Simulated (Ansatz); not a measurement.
# Bi (P2/m) in Ansatz: a series of runs

The runs below take Bi through single point, with PBEsol.

All numbers are computed with Ansatz 0.2.0; they aren't measurements. Logs are shortened: lines on timing, memory, paths and dates and some standing lists are left out, and cuts for length are marked.

## (1) The cell of the first run

It takes space group P2/m (No. 10, monoclinic). The conventional cell has a = 3.238 Å, b = 3.222 Å, c = 6.187 Å, α = 90.00°, β = 90.75°, γ = 90.00°. Around Bi (site symmetry m) lie 6 Bi at 3.10 to 3.24 Å.

This isn't the form of Bi at room conditions, which is rhombohedral.

## (2) Single point, PBEsol, 32.27 Å³/atom (strain_z = -0.04)

File input.yaml:

```yaml
crystal:
  lattice:
    - [3.238376246, 0.0, 0.0]
    - [0.0, 3.22164332, 0.0]
    - [-0.0804548793, 0.0, 6.1861332367]
  atoms:
    - { symbol: Bi, position: [0.54424725, 0.0, 0.74957789] }
    - { symbol: Bi, position: [0.45575275, 0.0, 0.25042211] }
kpoints:
  mp_grid: { grid: [8, 8, 4] }
scf:
  occupations: { method: fermi_dirac, width: 0.05 }
hamiltonian:
  xc: pbesol
  pseudopotentials: { kind: all_electron, lapw: { basis_error: 0.001 } }
output:
  forces: true
  stress: true
  eigenvalues: true
```

Potentials or basis: all-electron LAPW, scalar-relativistic.

Launch:

```bash
> ansatz run input.yaml --threads 1 --pin off --max-ram 3072MiB --backend cpu --events-out ev --progress --plain --runs-dir out
```

The log of the run:

```text
Warning: RAYON_NUM_THREADS=1 ignored (pool sized by the plan → 1); use --threads N
LAPW: plane waves up to 7.396 Å⁻¹, error target 1.0e-3 eV per atom; small_component_spin mean_spin; Bi in spheres of 1.549 Å, 37 of its electrons in bands, Dirac shells [] (how accurate: hamiltonian.pseudopotentials.lapw.basis_error, Limitations)
Engine: ansatz 0.2.0, aarch64-unknown-linux-gnu
Pseudopotentials: kind: all_electron
Pseudopotential: Bi, LAPW, valence charge 37, lapw/all_electron/scalar/gaussian/Bi, Koelling and Harmon's equation, gaussian nucleus
Functional definition: PBEsol
  exchange = pbesol_x
  correlation = pbesol_c
Crystal: 2 atoms, lattice volume = 64.539 Å³
Basis set: ecut = 208.38295454284574 eV, 443 PW (Γ), exchange–correlation at level 2
Bands: 45, of which v1, the nominal top of the filled ones, is band 37 counted from 1 (36 counted from 0)
Symmetry: 4 space group operations
Space group: P2/m (ITA 10), of the structure as read, at distance tolerance 4.0e-5 Å
k-points: 90 of 256
Non-local potential: Bi, projectors of the file, none
Initial density: superposition of atomic densities (chi_scale 0.1, normalization cell)
Initial wavefunctions: plane waves of lowest kinetic energy (no species holds an atomic orbital)
Functional: x = pbesol(κ = 0.804, μ = 0.12345679012345678), c = pbesol(β = 0.046)
iter 1 solved again at ethr=2.94e-5 eV; its pass at ethr=1.00e-1 eV (dr2=2.18e-2 eV) is discarded
SCF iter   1: F=—  HF=-1171102.834470 eV  |F-HF|=—  |Δ(HF+E_count)|=         —  Δρ=7.15e-3  dr2=2.19e-2  ethr=2.94e-5  ⟨swp⟩=3.3  Hψ=25915  notcnv=0
preconditioner: auto → LDOS  [metal: Δε(μ)=0.032 eV  Ē_g=23.248 eV  σ=0.050 eV  W_gap=0.15  n_scr=22 (ndim 8)  ℏωp=25.3 eV  f_vac=0.118  D(μ)=1.01/eV (n_scr^D=2)  β→1.0]
iter 2 solved again at ethr=5.49e-7 eV; its pass at ethr=2.94e-5 eV (dr2=4.07e-4 eV) is discarded
SCF iter   2: F=—  HF=-1171102.831660 eV  |F-HF|=—  |Δ(HF+E_count)|=   2.81e-3  Δρ=1.13e-3  dr2=4.07e-4  ethr=5.49e-7  ⟨swp⟩=2.0  Hψ=20038  notcnv=0
SCF iter   3: F=—  HF=-1171102.827785 eV  |F-HF|=—  |Δ(HF+E_count)|=   3.88e-3  Δρ=4.75e-4  dr2=7.88e-5  ethr=5.49e-7  ⟨swp⟩=3.0  Hψ=12918  notcnv=0
SCF iter   4: F=—  HF=-1171102.826327 eV  |F-HF|=—  |Δ(HF+E_count)|=   1.46e-3  Δρ=1.50e-4  dr2=8.69e-6  ethr=1.06e-7  ⟨swp⟩=2.0  Hψ=11811  notcnv=0
SCF iter   5: F=—  HF=-1171102.826207 eV  |F-HF|=—  |Δ(HF+E_count)|=   1.20e-4  Δρ=4.54e-5  dr2=7.54e-7  ethr=1.17e-8  ⟨swp⟩=3.0  Hψ=12086  notcnv=0
SCF iter   6: F=—  HF=-1171102.826203 eV  |F-HF|=—  |Δ(HF+E_count)|=   4.17e-6  Δρ=6.07e-6  dr2=2.93e-8  ethr=1.02e-9  ⟨swp⟩=3.0  Hψ=12094  notcnv=0
SCF iter   7: F=-1171102.826202 eV  HF=-1171102.826202 eV  |F-HF|=1.35e-8  |Δ(HF+E_count)|=   4.12e-8  Δρ=2.18e-6  dr2=1.23e-8  ethr=3.96e-11  ⟨swp⟩=3.0  Hψ=12073  notcnv=0
SCF 1 converged in 7 iterations: F = -1171102.826202 eV  dr2 = 1.23e-8
SCF converged after 7 iterations
Free energy (F): -1171102.826202 eV
Harris-Foulkes:  -1171102.826202 eV  (|F-HF|=1.35e-8)
Internal energy: -1171102.817709 eV  (E = F + TS)
E sigma→0 (E₀):  -1171102.821956 eV
Entropy (-TS):   -0.008494 eV (-4.247 meV/atom)
Fermi energy:    14.826503 eV
--- Per-component energies (eV) ---
  E_band       = -5274.763608
  E_kinetic    = 1355578.824788
  E_xc         = -21300.166810
  E_electrostatic = -2505381.475687  (all electrons and nuclei)
  E_smearing   = -0.008494  (= −TS)
  E_closure    = 0.000000  (closes the sum)
  E_atoms      = -1171094.363200  (free atoms, spherical and without spin; not in F)
  Σ components = -1171102.826202   (vs F -1171102.826202, Δ=0.00e0)
  Basis errors (estimates in eV, not in F): energy 3.4e-4 per atom: plane waves 3.3e-4 (1.8e-4 summed), levels above the bands 1.6e-73, relativity 1.7e-8, radial functions 5.9e-6, core shells 2.6e-8; eigenvalues (radial functions only) 2.6e-6; not estimated: angular momenta, meshes, grids; target (lapw.basis_error) 1.0e-3; muffin-tin radii Bi 1.549 Å
--- Forces (eV/Å), atoms counted from 1 ---
  atom   1  Bi     0.07554662    -0.00000000     0.02493009
  atom   2  Bi    -0.07554662     0.00000000    -0.02493009
  max |Σ_I F_I| component: 3.47e-18 eV/Å
--- Stress (GPa, compression-positive) ---
        0.318257       0.000000       0.003457
        0.000000       0.861270      -0.000000
        0.003457      -0.000000       4.868278
  P = ⅓ Tr σ = 2.0159 GPa (20.159 kbar)
--- Band table (eV; the first three rows and the last of 90) ---
  k-point 0: bands = ["-138.3002", "-138.3001", "-133.4486", "-133.4485", "-133.4484", "-133.4484", "-133.4479", "-133.4479", "-133.4472", "-133.4472", "-133.4463", "-133.4463", "-133.4429", "-133.4429", "-133.4428", "-133.4428", "-76.5195", "-76.5131", "-76.4970", "-76.4967", "-76.4954", "-76.4950", "-8.2272", "-8.1322", "-8.1117", "-7.9138", "-7.9096", "-7.8273", "-7.7940", "-7.7824", "-7.7805", "-7.7724", "1.2832", "3.7380", "9.3991", "17.7807", "17.8103", "18.9172", "19.6899", "20.1978", "21.4192", "22.6496", "23.4875", "24.3114", "24.9472"]
  k-point 1: bands = ["-138.3002", "-138.3001", "-133.4485", "-133.4485", "-133.4484", "-133.4484", "-133.4479", "-133.4479", "-133.4472", "-133.4472", "-133.4463", "-133.4463", "-133.4429", "-133.4429", "-133.4428", "-133.4428", "-76.5186", "-76.5140", "-76.4969", "-76.4967", "-76.4953", "-76.4950", "-8.1721", "-8.1293", "-8.1149", "-7.8970", "-7.8947", "-7.8891", "-7.8009", "-7.7994", "-7.7808", "-7.7732", "1.5151", "3.1519", "10.5675", "16.4933", "18.0134", "18.0744", "19.3646", "19.7137", "21.7537", "22.7450", "23.1858", "23.9728", "25.9786"]
  k-point 2: bands = ["-138.3002", "-138.3002", "-133.4485", "-133.4485", "-133.4484", "-133.4484", "-133.4479", "-133.4479", "-133.4472", "-133.4472", "-133.4463", "-133.4463", "-133.4429", "-133.4429", "-133.4428", "-133.4428", "-76.5164", "-76.5162", "-76.4968", "-76.4968", "-76.4952", "-76.4951", "-8.1230", "-8.1220", "-8.0433", "-8.0307", "-7.8501", "-7.8462", "-7.8446", "-7.8378", "-7.7771", "-7.7766", "2.1742", "2.2043", "13.2048", "13.2405", "18.5826", "18.6916", "18.7855", "18.8088", "22.2142", "22.2943", "23.1379", "23.1948", "28.0821"]
  k-point 89: bands = ["-138.3001", "-138.3001", "-133.4485", "-133.4485", "-133.4484", "-133.4484", "-133.4479", "-133.4479", "-133.4472", "-133.4472", "-133.4463", "-133.4463", "-133.4429", "-133.4429", "-133.4428", "-133.4428", "-76.5160", "-76.5158", "-76.4999", "-76.4998", "-76.4985", "-76.4985", "-7.9823", "-7.9810", "-7.9665", "-7.9617", "-7.9424", "-7.9370", "-7.8425", "-7.8294", "-7.6537", "-7.6531", "6.0302", "6.0809", "12.2581", "12.2642", "12.2934", "12.2971", "17.1700", "17.2852", "18.0883", "18.1181", "22.9570", "22.9737", "23.0001"]
```

Wall time 33 s (1 thread of Arm Neoverse V2, shared host); peak memory 0.45 GiB.

Results:

- Free energy: -1171102.8262 eV
- Pressure: 2.0 GPa
- Largest force: 0.080 eV/Å
- Band gap on the k mesh: none (metal or under the smearing width)

Caveat: spin-orbit coupling is left out, which moves the levels of the heavy elements.

## (3) Single point, PBEsol, 32.94 Å³/atom (strain_z = -0.02)

Changes to input.yaml since step 2:

```diff
@@ -4,3 +4,3 @@
     - [0.0, 3.22164332, 0.0]
-    - [-0.0804548793, 0.0, 6.1861332367]
+    - [-0.0804548793, 0.0, 6.3150110124]
   atoms:
```

Potentials or basis: all-electron LAPW, scalar-relativistic.

Launch:

```bash
> ansatz run input.yaml --threads 1 --pin off --max-ram 3072MiB --backend cpu --events-out ev --progress --plain --runs-dir out
```

Wall time 34 s (1 thread of Arm Neoverse V2, shared host); peak memory 0.47 GiB.

Results (log left out):

| Property | Result |
| --- | --- |
| Free energy | -1171102.8522 eV |
| Pressure | 0.7 GPa |
| Largest force | 0.037 eV/Å |
| Band gap on the k mesh | none (metal or under the smearing width) |

Caveat: spin-orbit coupling is left out, which moves the levels of the heavy elements.
